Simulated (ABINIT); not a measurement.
# Quasiparticle gap of AlN (F-43m) in ABINIT, part 3 of 3

Aim: the G0W0 gap of AlN (F-43m) on PBE, step by step.

ABINIT 10.8.3; PBE and many-body steps on it, plane waves. Known limits of the many-body steps: not at the basis limit.

So far. Step 4 (Empty states on the mesh, 8×8×8 mesh, 126 bands): On this mesh the gap is 3.325 eV. Step 5 (Screening, 8×8×8 mesh, 118 bands, screening to 239.5 eV): Local fields lower ε∞ by 9 %.

### 6. Self-energy, 8×8×8 mesh, 118 bands, screening to 239.5 eV

The self-energy is evaluated for the states that the input lists, and the levels follow from it, in one-shot runs by the linearised quasiparticle equation.

This step: G0W0 on PBE, plane waves, norm-conserving pseudopotentials.

run.abi reads:

```
acell 3*1.0 Angstrom
rprim 
  -0.000000000000 2.183993559600 2.183993559600
  2.183993559600 -0.000000000000 2.183993559600
  2.183993559600 2.183993559600 -0.000000000000
ntypat 2
znucl 13 7
natom 2
typat 1 2
xred 
  0.000000000000 0.000000000000 0.000000000000
  0.750000000000 0.750000000000 0.750000000000
pp_dirpath "pseudos"
pseudos "Al.upf, N.upf"
ecut 36
ngkpt 8 8 8
nshiftk 1
shiftk 0 0 0
kptopt 1
chksymbreak 0
istwfk *1
occopt 1
irdwfk 1
optdriver 4
nband 118
gwcalctyp 0
ecutsigx 36
symsigma 1
nkptgw 2
kptgw 
  0.0000000000 0.0000000000 0.0000000000
  0.5000000000 0.5000000000 0.0000000000
bdgw 
  2 8
  3 6
ecuteps 8.8
irdscr 1
ppmodel 1
indata_prefix "in"
outdata_prefix "out"
tmpdata_prefix "tmp"
```

Started as:

```console
$ OMP_NUM_THREADS=1 mpirun -n 4 abinit run.abi > log
```

Numbers of over 12 decimals in the logs are rounded to 6 here.

Output:

```text
.Version 10.8.3 of ABINIT. v10.8.2 released Aug 2026.

 Symmetries : space group F-4 3 m (#216); Bravais cF (face-center cubic)
[... echo of the input left out ...]
== DATASET  1 ==================================================================
-   mpi_nproc: 4, omp_nthreads: 1 (-1 if OMP is not activated)

--- !DatasetInfo
iteration_state: {dtset: 1, }
dimensions: {natom: 2, nkpt: 29, mband: 118, nsppol: 1, nspinor: 1, nspden: 1, mpw: 1475, }
cutoff_energies: {ecut:  36.0, pawecutdg:  -1.0, }
electrons: {nelect:   8.00000000E+00, charge:   0.00000000E+00, occopt:   1.00000000E+00, tsmear:   1.00000000E-02, }

 SIGMA: Calculation of the GW corrections

 Based on a program developped by R.W. Godby, V. Olevano, G. Onida, and L. Reining.
 Incorporated in ABINIT by V. Olevano, G.-M. Rignanese, and M. Torrent.
.Using double precision arithmetic ; gwpc =  8

[... cell and pseudopotentials left out ...]
--------------------------------------------------------------------------------

 ==== K-mesh for the wavefunctions ====
 Number of points in the irreducible wedge :    29
[... list of points left out ...]
 Together with 24 symmetry operations and time-reversal symmetry
 yields   512 points in the full Brillouin Zone.

 ==== Q-mesh for screening function ====
 Number of points in the irreducible wedge :    29
[... list of points left out ...]
 Together with 24 symmetry operations and time-reversal symmetry
 yields   512 points in the full Brillouin Zone.

 vcoul_init : cutoff-mode = AUXILIARY_FUNCTION
 q-points for optical limit:   1
     1)      0.000010    0.000020    0.000030
 setmesh: FFT mesh size selected  =    32x   32x   32
          total number of points  =        32768

 Number of electrons calculated from density =    8.0000; Expected =    8.0000
 average of density, n =  0.056900
 r_s =    1.6129
 omega_plasma =   23.0097 [eV]

 === KS Band Gaps ===
  >>>> For spin  1
   Minimum direct gap =   4.1921 [eV], located at k-point      :   0.0000  0.0000  0.0000
   Fundamental gap    =   3.3248 [eV], Top of valence bands at :   0.0000  0.0000  0.0000
                                       Bottom of conduction at :   0.5000  0.5000  0.0000
 SIGMA fundamental parameters:
 PLASMON POLE MODEL  1
 number of plane-waves for SigmaX                 1459
 number of plane-waves for SigmaC and W            169
 number of plane-waves for wavefunctions          1459
 number of bands                                   118
 number of independent spin polarizations            1
 number of spinorial components                      1
 number of k-points in IBZ                          29
 number of q-points in IBZ                          29
 number of symmetry operations                      24
 number of k-points in BZ                          512
 number of q-points in BZ                          512
 number of frequencies for dSigma/dE                 9
 frequency step for dSigma/dE [eV]                0.25
 number of omega for Sigma on real axis              0
 max omega for Sigma on real axis  [eV]           0.00
 zcut for avoiding poles [eV]                     0.10

 EPSILON^-1 parameters (SCR file):
 dimension of the eps^-1 matrix on file            169
 dimension of the eps^-1 matrix used               169
 number of plane-waves for wavefunctions          1459
 number of bands                                   118
 number of q-points in IBZ                          29
 number of frequencies                               2
 number of real frequencies                          1
 number of imag frequencies                          1

 matrix elements of self-energy operator (all in [eV])

 Perturbative Calculation

--- !SelfEnergy_ee
iteration_state: {dtset: 1, }
kpoint     : [   0.000,    0.000,    0.000, ]
spin       : 1
KS_gap     :    4.192
QP_gap     :    5.594
Delta_QP_KS:    1.402
data: !SigmaeeData |
     Band     E0 <VxcDFT>   SigX SigC(E0)      Z dSigC/dE  Sig(E)    E-E0       E
        2   5.159 -16.959 -20.982   2.895   0.785  -0.274 -17.844  -0.886   4.273
        3   5.159 -16.959 -20.982   2.895   0.785  -0.274 -17.844  -0.886   4.273
        4   5.159 -16.959 -20.982   2.895   0.785  -0.274 -17.844  -0.886   4.273
        5   9.351 -12.532  -8.117  -3.783   0.816  -0.226 -12.016   0.516   9.867
        6  17.748  -9.893  -4.100  -5.070   0.822  -0.217  -9.298   0.594  18.342
        7  17.748  -9.893  -4.100  -5.070   0.822  -0.217  -9.298   0.594  18.342
        8  17.748  -9.893  -4.100  -5.070   0.822  -0.217  -9.298   0.594  18.342

--- !SelfEnergy_ee
iteration_state: {dtset: 1, }
kpoint     : [   0.500,    0.500,    0.000, ]
spin       : 1
KS_gap     :    5.100
QP_gap     :    6.604
Delta_QP_KS:    1.504
data: !SigmaeeData |
     Band     E0 <VxcDFT>   SigX SigC(E0)      Z dSigC/dE  Sig(E)    E-E0       E
        3   3.383 -15.431 -20.140   3.210   0.781  -0.280 -16.602  -1.171   2.213
        4   3.383 -15.431 -20.140   3.210   0.781  -0.280 -16.602  -1.171   2.213
        5   8.483  -9.207  -5.053  -3.756   0.836  -0.196  -8.874   0.333   8.817
        6  13.810  -9.462  -4.398  -4.381   0.838  -0.193  -8.889   0.572  14.382

== END DATASET(S) ==============================================================
================================================================================

 -outvars: echo values of variables after computation  --------
           etotal      0.0000000000E+00
            nband         118
             nkpt          29
          spgroup         216
 [... the other variables as echoed above ...]

 Calculation completed.
```

Wall time 22 s (4 MPI ranks of Arm Neoverse V1, shared host); peak memory 1.4 GiB.

Numbers from this step:

```
G0W0 gap on the points computed              : 4.544 eV
starting gap on the mesh                     : 3.325 eV
k of the valence top                         : 0, 0, 0
k of the conduction bottom                   : 0.5, 0.5, 0
Z at the valence top                         : 0.785
Z at the conduction bottom                   : 0.836
least direct G0W0 gap on the computed points : 5.594 eV
```

The gap on the mesh goes from 3.32 eV to 4.54 eV, a correction of +1.22 eV.

Limits: finite bands, cutoff and mesh. v1 is the top filled band, c1 the lowest empty one. The levels before and after the correction (eV, zero at the valence-band top of each column):

```
           conduction bottom  valence top
Kohn-Sham               3.32         0.00
     G0W0               4.54         0.00
```

|  | level | energy (eV) |
| --- | --- | --- |
| Kohn-Sham | Γ v3-v1 | 0.000 |
| Kohn-Sham | Γ c1 | 4.192 |
| Kohn-Sham | Γ c2-c4 | 12.589 |
| Kohn-Sham | (0.5 0.5 0) v2-v1 | -1.775 |
| Kohn-Sham | (0.5 0.5 0) c1 | 3.325 |
| Kohn-Sham | (0.5 0.5 0) c2 | 8.652 |
| G0W0 | Γ v3-v1 | 0.000 |
| G0W0 | Γ c1 | 5.594 |
| G0W0 | Γ c2-c4 | 14.069 |
| G0W0 | (0.5 0.5 0) v2-v1 | -2.060 |
| G0W0 | (0.5 0.5 0) c1 | 4.544 |
| G0W0 | (0.5 0.5 0) c2 | 10.109 |

### 7. Where the time went

Times are wall times on 4 MPI ranks of Arm Neoverse V1, shared host, good to a factor of about two.

```csv
step,time,share,memory (GiB)
ground state,4.4 s,2 %,0.25
bands along the symmetry lines,3.7 s,1 %,0.24
empty states on the mesh,23 s,8 %,0.7
screening,3.7 min,81 %,1.3
self-energy,22 s,8 %,1.4
```

### 8. What came out

| Quantity | Value |
| --- | --- |
| PBE gap | 3.32 eV, indirect |
| G0W0 gap on the mesh | 4.54 eV |
| GW settings | 8×8×8 mesh, 118 bands, screening to 239.5 eV, Godby-Needs plasmon pole |
| known limits | not at the basis limit |

In words: G0W0 moves the gap on the mesh from 3.32 eV to 4.54 eV (+1.22 eV), with Z of 0.79 and 0.84 at the edges. Local fields lower the RPA ε∞ on this mesh from 4.71 to 4.27. Only 2 of the mesh's irreducible points were corrected, so a valley elsewhere could overtake. The dearest step here is «screening». Bands and cutoff are finite, so the gap is not at the basis limit. The miss can reach some tenths of an eV and take either sign; the mesh is an error of its own. In the G0W0 run levels were corrected at 2 k points alone, so a gap called «on the mesh» is the least over those, and an edge elsewhere would be missed.

[Paths, hosts, dates, memory and timing lines, banners, echoed tables and standing remarks are left out of the program output.]

[Logs are printed without paths, hosts, clocks, repeated set-up lines and the standing remarks that a program may print on its own settings, such as how far it seeks lower states.]

[Runs of the session that timed out or met a known fault of the program may be left out.]

[Hosts, paths, dates, database ids (printed as entryN), source tags and the programs' standing remarks are cut or masked in the printed files.]

[G0W0 gaps are taken among the corrected bands and points alone; a level outside them can change the order at an edge.]

[Where Ansatz stands beside ABINIT at settings called matched, ABINIT's density can come from a denser mesh and the files from another edition; pairs whose starting gaps differed by over 0.03 eV were left out, so agreement reads better than it is.]
